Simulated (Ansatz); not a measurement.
**Phonon dispersion of LiCl**

These are results of DFT PBE, scalar-relativistic, plane waves, PAW in Ansatz 0.2.0, not measurements. Settings: 420 eV plane-wave cutoff, Γ-centred 8×8×8 mesh, fixed occupations. No spin polarisation. Phonons by linear response, acoustic sum rule imposed.

The cell, relaxed at this level:
```xyz
2
Lattice="0.0000 2.5750 2.5750 2.5750 0.0000 2.5750 2.5750 2.5750 0.0000" Properties=species:S:1:pos:R:3 pbc="T T T"
Li    2.5750    2.5750    2.5750
Cl    0.0000    0.0000    0.0000
```

The cell has the rock salt type, in a space group that the Crystallography Open Database lists for this formula; it was reached from a generator's guess.

Force constants from linear response on a 4×4×4 q mesh.

(1) Is the structure dynamically stable on the q mesh?

(2) Give the frequencies (cm⁻¹) at the zone-boundary points of high symmetry (interpolated where a point lies off the q mesh).

Answers

(1) Yes, on this mesh: no mode is imaginary.

(2)
| point | q | frequencies |
| --- | --- | --- |
| X | 0.500 0.000 0.500 | 127 127 181 181 190 210 |
| U | 0.625 0.250 0.625 | 125 164 179 186 203 246 |
| K | 0.375 0.375 0.750 | 125 164 179 186 203 246 |
| L | 0.500 0.500 0.500 | 103 103 185 185 202 388 |
| W | 0.500 0.250 0.750 | 144 167 167 197 197 236 |
